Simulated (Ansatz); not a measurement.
TiO2 (P3_121), a film clamped to a substrate

The calculation used DFT r2SCAN, scalar-relativistic, plane waves, PAW (Ansatz 0.2.0). Cutoff 500 eV, Γ-centred 6×6×4 k-points, Gaussian smearing of 0.05 eV. No spin polarisation. Energies are free energies at this smearing, counted from the undisturbed cell; pressure is positive in compression.

Zero of the scan (relaxed at this level; this form isn't the usual structure):

```yaml
crystal:
  lattice:
    - [5.56199, 0.00000, 0.00000]
    - [-2.78099, 4.81682, 0.00000]
    - [0.00000, 0.00000, 6.06023]
  atoms:
    - { symbol: Ti, position: [0.46617, 0.00000, 0.33333] }
    - { symbol: Ti, position: [0.00000, 0.46617, 0.66667] }
    - { symbol: Ti, position: [0.53383, 0.53383, 0.00000] }
    - { symbol: O, position: [0.41894, 0.27174, 0.21360] }
    - { symbol: O, position: [0.72826, 0.14720, 0.54693] }
    - { symbol: O, position: [0.85280, 0.58106, 0.88027] }
    - { symbol: O, position: [0.27174, 0.41894, 0.78640] }
    - { symbol: O, position: [0.14720, 0.72826, 0.45307] }
    - { symbol: O, position: [0.58106, 0.85280, 0.11973] }
```

The cell (9 atoms, V0 = 162.36 Å³) is strained by p along both x and y and by q along z, fractional coordinates fixed. τp = (1/V0) ∂E/∂p = (σxx + σyy)(1 + p)(1 + q) and τq = (1/V0) ∂E/∂q = σzz(1 + p)², with tension positive.

| p | q | ΔE (meV/atom) | τp (GPa) | τq (GPa) |
| --- | --- | --- | --- | --- |
| 0.000 | 0.000 | 0.00 | -0.01 | -0.02 |
| -0.040 | 0.000 | 54.03 | -24.96 | -10.41 |
| 0.040 | 0.000 | 45.82 | 19.54 | 8.04 |
| 0.000 | -0.040 | 15.76 | -9.83 | -7.13 |
| 0.000 | 0.040 | 14.33 | 8.52 | 6.24 |

Get the second derivatives of the energy density.

Central differences give A = ∂τp/∂p = 556 GPa (C11 + C22 + 2 C12), C = ∂τq/∂q = 167 GPa (C33) and the cross term B = ∂τq/∂p = 231 GPa (C13 + C23); ∂τp/∂q = 229 GPa must equal B, and any difference shows higher-order terms. Steps this large leave an error of some per cent of A or C in all of these, which can swamp a small B. The ions are clamped.

A film of this crystal grows with z along the normal on a substrate that imposes p. How does its thickness respond, and what does the misfit cost?

Count p and q from the stress-free cell. A free surface needs τq = 0, so q = −(B/C) p = -1.38 p. The energy density left is (A − B²/C) p²/2 = M p², with the biaxial modulus M = 119 GPa; a misfit of 1 % costs 1.34 meV/atom, against 3.13 meV/atom if the thickness were held.

Forces appear on the atoms along this scan, and letting them relax would lower the energy and soften the response.

Letting the thickness adjust removes more than half of the misfit cost, from 3.13 to 1.34 meV/atom at 1 % misfit, because in-plane and normal strain are strongly coupled. The coordinates describe a quartz-like network of corner-sharing TiO4 tetrahedra. With fractional coordinates fixed, strain must stretch or compress Ti–O bonds that run obliquely to z, so in-plane tension also loads the normal direction. Compression costs more than equal extension along both strain paths, as expected from steepening short-range repulsion.

A real framework of this kind deforms largely by rotating its tetrahedra and bending the Ti–O–Ti links, which is much cheaper than changing bond lengths. The moduli therefore mainly reflect bond stiffness rather than the compliance of the network. Within the harmonic picture, 119 GPa is an upper bound on the relaxed biaxial modulus of this phase, but the thickness ratio of -1.38 has no such bound: internal relaxation changes B and C differently, and in quartz-like networks it probably weakens the coupling considerably.
